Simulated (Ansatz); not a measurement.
Theory: Ansatz 0.2.0, DFT PBE, scalar-relativistic, plane waves, PAW.

Cutoff 420 eV; k points 6×6×6 on the computed 4-atom cell (Γ-centred); Gaussian smearing, width 0.02 eV; no spin polarisation.

```yaml
crystal:
  lattice:
    - [4.38452, 0.02870, -0.08892]
    - [0.01846, 4.78257, 0.26510]
    - [-2.44318, -1.68559, 11.94103]
  atoms:
    - { symbol: Pb, position: [0.79193, 0.83057, 0.61042] }
    - { symbol: Pb, position: [0.21699, 0.17896, 0.38715] }
    - { symbol: Se, position: [0.29093, 0.32253, 0.62275] }
    - { symbol: Se, position: [0.66999, 0.70405, 0.37769] }
```

**Question.** Is this geometry at equilibrium? Which atom feels the largest force?

**Answer.** It isn't. Atom 3 (Se) feels (0.11, -0.38, -0.32) eV/Å, 0.505 eV/Å in size.

**Question.** Give all forces and the stress.

**Answer.**
| atom | Fx | Fy | Fz |
| --- | --- | --- | --- |
| Pb1 | 0.111 | -0.126 | 0.113 |
| Pb2 | -0.156 | 0.142 | 0.111 |
| Se3 | 0.108 | -0.376 | -0.319 |
| Se4 | -0.064 | 0.360 | 0.095 |
Stress (GPa, compression positive):
```
-0.96 -0.32  0.39
-0.32 -2.51 -1.05
 0.39 -1.05 -0.46
```

Spin–orbit coupling is left out, which can shift energies with elements as heavy as these. The cell holds layers, and where no dispersion correction was added their binding is poorly described.

This form isn't the usual stable structure of the compound.